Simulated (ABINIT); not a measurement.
Sb:

```
Sb
1.0
     2.15420    1.24373    3.75800
    -2.15420    1.24373    3.75800
     0.00000   -2.48746    3.75800
Sb
2
Direct
  0.76651 0.76651 0.76651
  0.23349 0.23349 0.23349
```

Base run:

```yaml
Program: ABINIT 10.8.3 (patched build)
Functional: r2SCAN
Potentials_or_basis: JTH PAW PBE v2.0
Cutoff: 517 eV
k_mesh: 6 × 6 × 6
Occupations: fermi-dirac, width 0.05 eV
Spin: no spin polarisation
```

Its results: band gap on the k mesh none (metal or under the smearing width); pressure 1.6 GPa; largest force 0.078 eV/Å.

Q: The run is repeated on the same cell with these changes: potentials or basis from JTH PAW PBE v2.0 to SG15 NC PBE v1.2; cutoff from 517 eV to 980 eV. What comes out?

A: Band gap on the k mesh none (metal or under the smearing width); pressure 0.3 GPa; largest force 0.235 eV/Å.

Caveats: the PAW data sets were made with another functional, which shifts forces and pressure a little (some runs); the potentials were made for another functional, which shifts forces and pressure (some runs).
